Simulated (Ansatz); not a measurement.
Input and command of a plane-wave DFT calculation in Ansatz:

```yaml
crystal:
  lattice:
    - [-3.3109, 3.3109, 3.3109]
    - [3.3109, -3.3109, 3.3109]
    - [3.3109, 3.3109, -3.3109]
  atoms:
    - { symbol: Si, position: [0.206, 0.206, 0.206] }
    - { symbol: Si, position: [0.5, 0.0, 0.294] }
    - { symbol: Si, position: [0.294, 0.5, 0.0] }
    - { symbol: Si, position: [0.0, 0.294, 0.5] }
    - { symbol: Si, position: [0.794, 0.794, 0.794] }
    - { symbol: Si, position: [0.5, 0.0, 0.706] }
    - { symbol: Si, position: [0.706, 0.5, 0.0] }
    - { symbol: Si, position: [0.0, 0.706, 0.5] }
basis:
  ecutwfc: 420
kpoints:
  mp_grid: { grid: [8, 8, 8] }
hamiltonian:
  xc: pbe
scf:
  occupations: { method: cold, width: 0.01 }
output:
  forces: true
  stress: true
  eigenvalues: true
```

```bash
ansatz run input.yaml --threads 2 --pin off --max-ram 5120MiB --backend cpu --events-out ev --progress --plain --runs-dir out
```

Processor: Intel(R) Xeon(R) Processor @ 2.70GHz, 2 threads, on a host shared with other jobs.

How long does it run, and how much memory does it take?

About 3.7 s on 2 threads of Intel(R) Xeon(R) Processor @ 2.70GHz, with other jobs on the host, peak memory 0.45 GiB. It solves 24 bands at 35 k points (the mesh reduced by the symmetry that the task leaves, which can be less than the crystal's) with about 2899 plane waves, in 6 SCF iterations.
